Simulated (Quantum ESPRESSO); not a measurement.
## CdS (Hawleyite): zone-centre phonons and dielectric response under several settings

```
Cd S
1.0
     0.00000    2.91650    2.91650
     2.91650    0.00000    2.91650
     2.91650    2.91650    0.00000
Cd S
1 1
Direct
  0.00000 0.00000 0.00000
  0.75000 0.75000 0.75000
```

All runs used Quantum ESPRESSO 7.5; k mesh 4 × 4 × 4, shifted; given cell, atoms relaxed; no spin polarisation; occupations smeared at first, fixed for the response.

| level | potentials | cutoff (eV) | pressure (GPa) | lowest optical mode without the field (cm⁻¹) | highest mode with the field (cm⁻¹) | ε∞ (mean) | ε0 (mean) | Born charge of atom 1 (e) | sum of the Born charges (e) |
| --- | --- | --- | --- | --- | --- | --- | --- | --- | --- |
| PBE | GBRV 1.5 PBE | 612 | 3.2 | 238 | 296 | 6.18 | 9.5 | 2.18 | -0.01 |
| PBE | JTH 2.0 PBE | 707 | 2.7 | 235 | 294 | 6.14 | 9.6 | 2.19 | 0.00 |
| PBE | SSSP 1.3 efficiency PBE | 816 | ? | ? | ? | ? | ? | ? | ? |
| PBE | SG15 PBE 1.2 | 952 | 3.0 | 238 | 296 | 6.18 | 9.5 | 2.18 | -0.01 |

**Question.** What stands in the row left open?

**Answer.** Pressure 2.9 GPa; lowest optical mode without the field 238 cm⁻¹; highest mode with the field 295 cm⁻¹; ε∞ 6.15; ε0 9.5; Born charge of atom 1 2.18 e; sum of the Born charges 0.00 e.

Caveats: the cell is more than 3 GPa from zero pressure, which shifts response properties (some runs).

For the row left open. Caveat: the mesh is thin for the dielectric tensor, Born charges and intensities, which usually come out too large.

The runs don't all hold the same shells in valence.
